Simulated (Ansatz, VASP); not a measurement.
## SiC: VASP beside Ansatz

Contents of POSCAR:

```
SiC
1.0
    3.0753564102      0.0000000000      0.0000000000
   -1.5376782051      2.6633367769      0.0000000000
    0.0000000000      0.0000000000      5.0481087173
Si C
2 2
Direct
    0.3333333333      0.6666666667      0.4995917774
    0.6666666667      0.3333333333      0.9995917774
    0.3333333333      0.6666666667      0.8754082226
    0.6666666667      0.3333333333      0.3754082226
```

INCAR.step1

```
SYSTEM = SiC
  PREC = Accurate
  ENCUT = 520
  ISMEAR = 0
  SIGMA = 0.01
  LREAL = .FALSE.
  LASPH = .TRUE.
  NELM = 80
  NBANDS = 16
  GGA = PE
  ALGO = Normal
  EDIFF = 1E-4
  LWAVE = .TRUE.
  LCHARG = .FALSE.
```

The input INCAR.step2:

```
SYSTEM = SiC
  PREC = Accurate
  ENCUT = 520
  EDIFF = 1E-7
  ISMEAR = 0
  SIGMA = 0.01
  LREAL = .FALSE.
  LASPH = .TRUE.
  NELM = 80
  ALGO = Normal
  ISIF = 2
  LWAVE = .FALSE.
  LCHARG = .FALSE.
  METAGGA = R2SCAN
  LMIXTAU = .TRUE.
  NBANDS = 16
  ISTART = 1
```

Contents of KPOINTS:

```
regular mesh
0
G
  12 12 6
  0 0 0
```

Input for Ansatz:

```yaml
crystal:
  lattice:
    - [3.0753564102, 0.0, 0.0]
    - [-1.5376782051, 2.6633367769, 0.0]
    - [0.0, 0.0, 5.0481087173]
  atoms:
    - { symbol: Si, position: [0.3333333333, 0.6666666667, 0.4995917774] }
    - { symbol: Si, position: [0.6666666667, 0.3333333333, 0.9995917774] }
    - { symbol: C, position: [0.3333333333, 0.6666666667, 0.8754082226] }
    - { symbol: C, position: [0.6666666667, 0.3333333333, 0.3754082226] }
kpoints:
  mp_grid: { grid: [12, 12, 6] }
  band_path:
    path:
      - [0.0, 0.0, 0.0]
      - [0.5, 0.0, 0.0]
      - [0.3333333333, 0.3333333333, 0.0]
      - [0.0, 0.0, 0.5]
      - [0.5, 0.0, 0.5]
      - [0.3333333333, 0.3333333333, 0.5]
    npoints: 1
hamiltonian:
  xc: r2scan
scf:
  occupations: { method: fixed }
  n_extra_bands: 5
output:
  forces: true
  stress: true
  eigenvalues: true
```

Alike in both runs: task single point; functional r2SCAN; k mesh 12 × 12 × 6; no spin polarisation.

|  | VASP | Ansatz |
| --- | --- | --- |
| version | VASP 6.6.1 | Ansatz 0.2.0 |
| potentials or method | VASP PAW PBE potentials, release 64 (Si, C) | plane waves, PAW |
| plane-wave cutoff (eV) | 520 | 500 |
| occupations | gaussian, width 0.01 eV | fixed |
| valence electrons in the cell | 16 | 16 |

|  | VASP | Ansatz | Ansatz less VASP |
| --- | --- | --- | --- |
| gap on the k mesh at the Fermi level (eV) | 2.66 | 2.65 | -0.007 |
| pressure (GPa) | -0.2 | 0.0 | +0.19 |

Caveats: the PAW data sets were made with another functional, which shifts forces and pressure a little (VASP). r2SCAN opens gaps a little over a GGA but as a rule still falls short of measured ones. A k mesh can miss the band edges.
